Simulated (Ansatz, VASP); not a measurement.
CaSe in VASP and in Ansatz

```
Se Ca
1.0
     0.00000    2.97558    2.97558
     2.97558    0.00000    2.97558
     2.97558    2.97558    0.00000
Se Ca
1 1
Direct
  0.50000 0.50000 0.50000
  0.00000 0.00000 0.00000
```

Change from the starting cell: volume scaled by 1.02.

Alike in both runs: task single point; functional PBE; k mesh 8 × 8 × 8; occupations fermi-dirac, width 0.05 eV; no spin polarisation.

|  | VASP | Ansatz |
| --- | --- | --- |
| version | VASP 6.6.1 | Ansatz 0.2.0 |
| potentials or method | VASP PAW PBE potentials, release 64 (Se, Ca_sv) | Ansatz PAW |
| plane-wave cutoff (eV) | 520 | 420 |
| valence electrons in the cell | 16 | 26 |

```tsv
	VASP	Ansatz	Ansatz less VASP
gap on the k mesh at the Fermi level (eV)	2.07	2.08	+0.009
least direct gap on the mesh (eV)	2.98	2.99	+0.008
pressure (GPa)	0.3	0.2	-0.16
```

The functional is the same, so the differences come from potentials, cutoffs and numerics. The two sets of potentials don't hold the same shells in valence.

A k mesh can miss the band edges.
